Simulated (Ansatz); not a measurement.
# BP: the cost of one run

Computed with Ansatz 0.2.0 (DFT PBEsol, scalar-relativistic, plane waves, PAW, unless a step's input says otherwise).

3 further runs of the same task are left out: 3 set aside as unsound or not needed.

### 1 The structure to begin with

The structure is cubic, space group F-43m (No. 216). Conventional cell: a = 4.520 Å, b = 4.520 Å, c = 4.520 Å, α = 90.00°, β = 90.00°, γ = 90.00°. B (site symmetry -43m) is surrounded by 4 P at 1.96 Å. P (site symmetry -43m) has 4 B at 1.96 Å as nearest neighbours.

Structure file:

```xyz
2
Lattice="0.0000 2.2601 2.2601 2.2601 0.0000 2.2601 2.2601 2.2601 0.0000" Properties=species:S:1:pos:R:3 pbc="T T T"
B     0.0000    0.0000    0.0000
P     3.3901    3.3901    3.3901
```

This cell was relaxed beforehand with the same method: volume 11.54 Å³/atom, gap on the mesh 1.12 eV.

### 2 Relaxing at 1 GPa

At a set pressure the run lowers the enthalpy E + PV, so the energy alone may rise along the way.

File input.yaml:

```yaml
crystal:
  lattice:
    - [0.0, 2.2600863866, 2.2600863866]
    - [2.2600863866, 0.0, 2.2600863866]
    - [2.2600863866, 2.2600863866, 0.0]
  atoms:
    - { symbol: B, position: [0.0, 0.0, 0.0] }
    - { symbol: P, position: [0.75, 0.75, 0.75] }
basis:
  ecutwfc: 420
kpoints:
  mp_grid: { grid: [10, 10, 10] }
hamiltonian:
  xc: pbesol
scf:
  occupations: { method: fixed }
output:
  forces: true
  stress: true
  eigenvalues: true
relax:
  adjacent_minimum: "off"
  f_tol: 0.001
  max_steps: 60
  cell: { stress_tol: 0.02, p_target: 1.0 }
```

On the command line:

```console
$ ansatz run input.yaml --threads 1 --pin off --max-ram 3072MiB --backend cpu --events-out ev --progress --plain --runs-dir out
```

What time and memory should one allow on 1 thread of AMD EPYC 9R45 (Zen 5), shared host?

About 1.9 s, with a peak of 0.35 GiB.
